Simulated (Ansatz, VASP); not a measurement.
## Mg: VASP beside Ansatz

```xyz
4
Lattice="3.1768 0.0000 0.0000 -1.5884 2.7512 0.0000 0.0000 0.0000 10.3189" Properties=species:S:1:pos:R:3 pbc="T T T"
Mg    1.5884    0.9171    7.7391
Mg    0.0000    0.0000    5.1594
Mg    0.0000    1.8341    2.5797
Mg    0.0000    0.0000    0.0000
```

Alike in both runs: functional PBEsol; k mesh 10 × 10 × 3; occupations fermi-dirac, width 0.05 eV; no spin polarisation.

```csv
,VASP,Ansatz
version,VASP 6.6.1,Ansatz 0.2.0
potentials or method,"VASP PAW PBE potentials, release 64 (Mg), cutoff 520 eV","all-electron LAPW, scalar-relativistic"
task,single point,band structure
```

```csv
,VASP,Ansatz,Ansatz less VASP
gap on the k mesh at the Fermi level (eV),none,none,-
pressure (GPa),0.1,0.2,+0.03
largest component of the traceless stress (GPa),0.58,0.59,+0.006
```

A gap of «none» marks a metal or a gap that the smearing closes. Ansatz ran all-electron here, so the differences hold the error of VASP's frozen core and of both bases.

Caveats: the PAW data sets were made with another functional, which shifts forces and pressure a little (VASP).
